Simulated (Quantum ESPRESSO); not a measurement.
AlO:

```
Al O
1.0
     2.76919    0.00000    0.00000
     0.00000    2.76919    0.00000
     0.00000    0.00000    2.76919
Al O
1 1
Direct
  0.50000 0.50000 0.50000
  0.00000 0.00000 0.00000
```

The cell was built by a generator and needn't be a form met in nature.

* Program: Quantum ESPRESSO 7.5
* Task: phonon dispersion
* Functional: LDA
* Potentials or basis: GBRV 1.5 LDA
* Cutoff: 612 eV
* Density cutoff: 4898 eV
* k mesh: 8 × 8 × 8
* Occupations: cold, width 0.2 eV
* Spin: no spin polarisation
* Form of the LDA correlation: PZ81
* Mixing beta: 0.5
* Most SCF iterations: 120
* SCF threshold: 4e-10 Ry
* q mesh: 2 × 2 × 2

The cell and the atoms were relaxed first, to 9.98 Å³/atom (a = 2.712 Å, b = 2.712 Å, c = 2.712 Å, α = 90.00°, β = 90.00°, γ = 90.00°), and the response was taken there.

Task: Is this structure dynamically stable at this level, and how far does the spectrum reach?

Result: No: the interpolated spectrum has imaginary modes, down to 573i cm⁻¹ near X. The highest frequency is 428 cm⁻¹.

Phonon frequencies at the corners of the path (cm⁻¹, interpolated; i marks imaginary ones):
| point | frequencies |
| --- | --- |
| Γ | 410i 410i 410i 0 0 0 |
| X | 573i 254i 254i 250i 250i 428 |
| M | 302i 298i 298i 160i 322 322 |
| R | 259 259 259 351 351 351 |

Phonon states per cell in windows of 50 cm⁻¹ (negative: imaginary):
```csv
from (cm⁻¹),total,Al,O
-600,0.01,0.00,0.01
-550,0.08,0.00,0.08
-500,0.14,0.00,0.13
-450,0.27,0.03,0.24
-400,0.40,0.08,0.32
-350,0.52,0.12,0.40
-300,0.76,0.30,0.46
-250,0.41,0.15,0.26
-200,0.52,0.20,0.32
-150,0.37,0.20,0.17
-100,0.21,0.12,0.09
-50,0.15,0.09,0.06
0,0.14,0.08,0.05
50,0.15,0.10,0.05
100,0.18,0.13,0.05
150,0.26,0.20,0.06
200,0.31,0.24,0.06
250,0.37,0.30,0.07
300,0.55,0.45,0.10
350,0.18,0.17,0.01
400,0.03,0.03,0.00
```

A q mesh this small can miss soft modes between its points.

Caveat: the mesh is thin for the phonons of a metal; some modes are imaginary; the q mesh is small, so phonon branches between its points and thermal values are rough; an odd number of electrons without spin polarisation forces a metal; a magnetic or distorted state may lie lower.
